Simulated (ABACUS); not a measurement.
# Ag (Fm-3m) in ABACUS: single point with LDA-PW92

Aim: the single point of Ag with LDA-PW92.

Everything below comes from runs of ABACUS 3.10.1. Logs are shortened: lines on timing, memory, paths and dates and some standing lists are left out, and cuts for length are marked.

## (1) The structure

The structure is cubic, space group Fm-3m (No. 225). The conventional cell has a = 4.085 Å, b = 4.085 Å, c = 4.085 Å, α = 90.00°, β = 90.00°, γ = 90.00°. Around Ag (site symmetry m-3m) lie 12 Ag at 2.89 Å.

## (2) Single point, LDA-PW92

The input, INPUT:

```
INPUT_PARAMETERS
suffix              Ag
calculation         scf
basis_type          pw
pseudo_dir          ./
symmetry            1
dft_functional      LDA_X+LDA_C_PW
ecutwfc             87
pseudo_rcut         10
nspin               1
nbands              20
ks_solver           dav
smearing_method     fd
smearing_sigma      0.00367493
scf_thr             1e-08
scf_nmax            100
mixing_type         broyden
mixing_beta         0.7
cal_force           1
cal_stress          1
out_chg             1
kpar                4
```

The input, STRU:

```
ATOMIC_SPECIES
Ag 107.8682 Ag.upf

LATTICE_CONSTANT
1.8897261246

LATTICE_VECTORS
0.0000000000 2.0427500000 2.0427500000
2.0427500000 0.0000000000 2.0427500000
2.0427500000 2.0427500000 0.0000000000

ATOMIC_POSITIONS
Direct

Ag
0.0
1
0.0000000000 0.0000000000 0.0000000000 1 1 1
```

The input, KPT:

```
K_POINTS
0
Gamma
9 9 9 0 0 0
```

Potentials or basis: PseudoDojo NC SR 0.4.1 LDA stringent, plane waves.

Command:

```sh
$ OMP_NUM_THREADS=1 mpirun -np 4 abacus > log
```

running log:

```text
ABACUS v3.10.1

               Atomic-orbital Based Ab-initio Computation at UStc

 ------------------------------------------------------------------------------------

 READING GENERAL INFORMATION
                           global_out_dir = OUT.Ag/
                           global_in_card = INPUT
                               pseudo_dir = ./
                              orbital_dir =
                                    DSIZE = 4
                                    GSIZE = 1

 READING UNITCELL INFORMATION
                                    ntype = 1
                  lattice constant (Bohr) = 1.88973
              lattice constant (Angstrom) = 1

 READING ATOM TYPE 1
                               atom label = Ag
                      L=0, number of zeta = 1
                      L=1, number of zeta = 1
                      L=2, number of zeta = 1
             number of atom for this type = 1

                        TOTAL ATOM NUMBER = 1
DIRECT COORDINATES
    atom                   x                   y                   z     mag                  vx                  vy                  vz
taud_Ag1            0.0000000000        0.0000000000        0.0000000000  0.0000        0.0000000000        0.0000000000        0.0000000000

                          Volume (Bohr^3) = 115.046
                             Volume (A^3) = 17.0481

 Lattice vectors: (Cartesian coordinate: in unit of a_0)
                   +0            +2.04275            +2.04275
             +2.04275                  +0            +2.04275
             +2.04275            +2.04275                  +0
 Reciprocal vectors: (Cartesian coordinate: in unit of 2 pi/a_0)
            -0.244768           +0.244768           +0.244768
            +0.244768           -0.244768           +0.244768
            +0.244768           +0.244768           -0.244768
 The esolver type has been set to : ksdft_pw

                PAO radial cut off (Bohr) = 10

 Read in pseudopotential file is Ag.upf
                     pseudopotential type = NC
          exchange-correlation functional = SLAPWNOGXNOGC
                 nonlocal core correction = 1
                        valence electrons = 19
                                     lmax = 2
                           number of zeta = 4
                     number of projectors = 6
                           L of projector = 0
                           L of projector = 0
                           L of projector = 1
                           L of projector = 1
                           L of projector = 2
                           L of projector = 2
 XC functional updated to : LDA_X+LDA_C_PW
          exchange-correlation functional = LDA_X+LDA_C_PW
     initial pseudo atomic orbital number = 10

 SETUP THE ELECTRONS NUMBER
            electron number of element Ag = 19
      total electron number of element Ag = 19
            AUTOSET number of electrons:  = 19
                           occupied bands = 10
                                   NBANDS = 20
                                   NLOCAL = 9

%%%%%%%%%%%%%%%%%%%%%%%%%%%%%%%%%%%%%%%%%%%%%%%%%%%%%%%%%%%%%%%%%%%%%%%%%%%%%%%%%%%%%%%%%%%%%%%%%%%%%%%%%%
 Warning: the number of valence electrons in pseudopotential > 11 for Ag: [Kr] 4d10 5s1
 Pseudopotentials with additional electrons can yield (more) accurate outcomes, but may be less efficient.
 If you're confident that your chosen pseudopotential is appropriate, you can safely ignore this warning.
%%%%%%%%%%%%%%%%%%%%%%%%%%%%%%%%%%%%%%%%%%%%%%%%%%%%%%%%%%%%%%%%%%%%%%%%%%%%%%%%%%%%%%%%%%%%%%%%%%%%%%%%%%

 SETUP THE PLANE WAVE BASIS
 energy cutoff for charge/potential (unit:Ry) = 348
            fft grid for charge/potential = [ 36, 36, 36 ]
                        fft grid division = [ 1, 1, 1 ]
        big fft grid for charge/potential = [ 36, 36, 36 ]
                                     nbxx = 46656
                                     nrxx = 46656

 SETUP PLANE WAVES FOR CHARGE/POTENTIAL
                    number of plane waves = 12627
                         number of sticks = 721

 PARALLEL PW FOR CHARGE/POTENTIAL
     PROC   COLUMNS(POT)             PW
        1            721          12627
 --------------- sum -------------------
        1            721          12627
                            number of |g| = 177
                                  max |g| = 31.3936
                                  min |g| = 0

----------- Double Check Mixing Parameters Begin ------------
mixing_type: broyden
mixing_beta: 0.7
mixing_gg0: 1
mixing_gg0_min: 0.1
mixing_ndim: 8
----------- Double Check Mixing Parameters End ------------

 LATTICE VECTORS: (CARTESIAN COORDINATE: IN UNIT OF A0)
                   +0            +2.04275            +2.04275
             +2.04275                  +0            +2.04275
             +2.04275            +2.04275                  +0
                       right hand lattice = 1
                                   NORM_A = 2.88888
                                   NORM_B = 2.88888
                                   NORM_C = 2.88888
                           ALPHA (DEGREE) = 60
                           BETA  (DEGREE) = 60
                           GAMMA (DEGREE) = 60

 The lattice vectors have been changed (STRU_SIMPLE.cif)

(for optimal symmetric configuration:)
                             BRAVAIS TYPE = 3
                     BRAVAIS LATTICE NAME = 03. Cubic F (face-centered)
                                    ibrav = 3
                                    IBRAV = 3
                                  BRAVAIS = FACE CENTERED CUBIC
                       LATTICE CONSTANT A = 4.0855
Original cell was already a primitive cell.
                        ROTATION MATRICES = 48
              PURE POINT GROUP OPERATIONS = 48
                   SPACE GROUP OPERATIONS = 48
                              POINT GROUP = O_h
               POINT GROUP IN SPACE GROUP = O_h

 SETUP K-POINTS
                                    nspin = 1
                   Input type of k points = Monkhorst-Pack(Gamma)
                                   nkstot = 729
                       right hand lattice = 1
(for reciprocal lattice: )
                             BRAVAIS TYPE = 2
                     BRAVAIS LATTICE NAME = 02. Cubic I (body-centered)
                                    ibrav = 2
                       right hand lattice = 1
(for k-lattice: )
                             BRAVAIS TYPE = 2
                     BRAVAIS LATTICE NAME = 02. Cubic I (body-centered)
                                    ibrav = 2
                       right hand lattice = 1
                        ROTATION MATRICES = 48
                               nkstot_ibz = 35
K-POINTS REDUCTION ACCORDING TO SYMMETRY
     IBZ    DIRECT_X    DIRECT_Y    DIRECT_Z  WEIGHT  ibz2bz
       1  0.00000000  0.00000000  0.00000000  0.0014       0
       2  0.11111111  0.11111111  0.11111111  0.0110       1
       3  0.22222222  0.22222222  0.22222222  0.0110       2
       4  0.33333333  0.33333333  0.33333333  0.0110       3
       5  0.44444444  0.44444444  0.44444444  0.0110       4
       6  0.11111111  0.11111111  0.00000000  0.0082      10
[... 22 lines left out ...]
      29  0.44444444  0.33333333  0.11111111  0.0329     112
      30 -0.44444444  0.44444444  0.22222222  0.0658     113
[... 5 further k points ...]

                               nkstot now = 35
[... K-POINTS DIRECT COORDINATES: 35 rows ...]

           k-point number in this process = 9
       minimum distributed K point number = 8
[... stars of the k points ...]

[... K-POINTS CARTESIAN COORDINATES: 9 rows ...]

[... K-POINTS DIRECT COORDINATES: 9 rows ...]

 SETUP PLANE WAVES FOR WAVE FUNCTIONS
     energy cutoff for wavefunc (unit:Ry) = 87
              fft grid for wave functions = [ 36, 36, 36 ]
                    number of plane waves = 1917
                         number of sticks = 199

 PARALLEL PW FOR WAVE FUNCTIONS
     PROC   COLUMNS(POT)             PW
        1            199           1917
 --------------- sum -------------------
        1            199           1917

 SETUP NONLOCAL PSEUDOPOTENTIALS IN PLANE WAVE BASIS
 Ag non-local projectors:
 projector 1 L=0
 projector 2 L=0
 projector 3 L=1
 projector 4 L=1
 projector 5 L=2
 projector 6 L=2
      TOTAL NUMBER OF NONLOCAL PROJECTORS = 18

 Init Non-Local PseudoPotential table :
 Init Non-Local-Pseudopotential done.

                                     npwx = 1591

 Make real space PAO into reciprocal space.
       max mesh points in Pseudopotential = 1001
     dq(describe PAO in reciprocal space) = 0.01
                                    max q = 1124

 number of pseudo atomic orbitals for Ag is 4
WARNING: norm of atomic wavefunction # 4 of atomic type Ag is 0.999846, renormalized

 -------------------------------------------
 SELF-CONSISTENT
 -------------------------------------------
                                 init_chg = atomic

 PW ALGORITHM --------------- ION=   1  ELEC=   1--------------------------------
 Notice: Threshold on eigenvalues was too large.
 hsover_error=0.19 > DRHO=0.0726049
 Origin diag ethr = 0.01
 New diag ethr = 0.000382131

 Density error is 0.0727119754613
                          Error Threshold = 0.000382131017517
----------------------------------------------------------
     Energy           Rydberg                 eV
----------------------------------------------------------
 E_KohnSham     -309.9437903605      -4217.0016086206
 E_Harris       -313.8181788155      -4269.7153678735
 E_Fermi        1.2946322990         17.6143760815
----------------------------------------------------------

 PW ALGORITHM --------------- ION=   1  ELEC=   2--------------------------------

 Density error is 0.0401161706475
                          Error Threshold = 0.000382694607691
----------------------------------------------------------
     Energy           Rydberg                 eV
----------------------------------------------------------
 E_KohnSham     -309.9648844191      -4217.2886080107
 E_Harris       -307.2014091793      -4179.6895984682
 E_Fermi        1.2611343941         17.1586137040
----------------------------------------------------------
[... 51 lines left out ...]
 Density error is 2.05808210721e-08
                          Error Threshold = 3.4502734255e-10
----------------------------------------------------------
     Energy           Rydberg                 eV
----------------------------------------------------------
 E_KohnSham     -309.9733696408      -4217.4040553747
 E_Harris       -309.9715809240      -4217.3797186351
 E_Fermi        1.2725574260         17.3140320258
----------------------------------------------------------

 PW ALGORITHM --------------- ION=   1  ELEC=   8--------------------------------

 Density error is 1.07311943996e-11
                          Error Threshold = 1.08320110906e-10
----------------------------------------------------------
     Energy           Rydberg                 eV
----------------------------------------------------------
 E_KohnSham     -309.9733696447      -4217.4040554288
 E_KS(sigma->0) -309.9733395905      -4217.4036465195
 E_Harris       -309.9733601175      -4217.4039258035
 E_band         -17.5565277105       -238.8688139576
 E_one_elec     -120.2481694184      -1636.0602781590
 E_Hartree      70.6977173521        961.8917915822
 E_xc           -46.0403257240       -626.4107676218
 E_Ewald        -214.3825317460      -2916.8239834117
 E_entropy(-TS) -0.0000601085        -0.0008178185
 E_descf        0.0000000000         0.0000000000
 E_exx          0.0000000000         0.0000000000
 E_Fermi        1.2725649671         17.3141346279
----------------------------------------------------------

 charge density convergence is achieved
 final etot is -4217.4040554 eV
 EFERMI = 17.314134628 eV

 STATE ENERGY(eV) AND OCCUPATIONS    NSPIN == 1
 1/9 kpoint (Cartesian) = 0.0000 0.0000 0.0000 (1591 pws)
       1       -74.7273     0.00274348
       2       -38.1882     0.00274348
       3       -38.1882     0.00274348
       4       -38.1882     0.00274348
       5        9.16085     0.00274348
       6        12.2760     0.00274348
[... 12 lines left out ...]
      19        46.4714        0.00000
      20        46.4714        0.00000
[... 89 lines left out ...]
 6/9 kpoint (Cartesian) = 0.0000 0.0000 0.054393 (1551 pws)
       1       -74.7245      0.0164609
       2       -38.2071      0.0164609
       3       -38.1957      0.0164609
       4       -38.1957      0.0164609
       5        9.66649      0.0164609
       6        12.0778      0.0164609
[... 12 lines left out ...]
      19        44.7749        0.00000
      20        48.7844        0.00000

[... levels at 3 further k points ...]

------------------------------------------------------------------------------------------
 TOTAL-FORCE (eV/Angstrom)
------------------------------------------------------------------------------------------
                       Ag1         0.0000000000         0.0000000000         0.0000000000
------------------------------------------------------------------------------------------

----------------------------------------------------------------
 TOTAL-STRESS (KBAR)
----------------------------------------------------------------
       -74.5442801844         0.0000000000         0.0000000000
         0.0000000000       -74.5442801844        -0.0000000000
         0.0000000000        -0.0000000000       -74.5442801844
----------------------------------------------------------------
 TOTAL-PRESSURE: -74.544280 KBAR

 --------------------------------------------
 !FINAL_ETOT_IS -4217.4040554287503255 eV
 --------------------------------------------
```

Wall time 3.1 s (4 MPI ranks of AMD EPYC 9R45 (Zen 5), shared host); peak memory 0.28 GiB.

Results:

| Item | Value |
| --- | --- |
| Free energy | -4217.4041 eV |
| Pressure | -7.5 GPa |
| Band gap on the k mesh | none (metal or under the smearing width) |
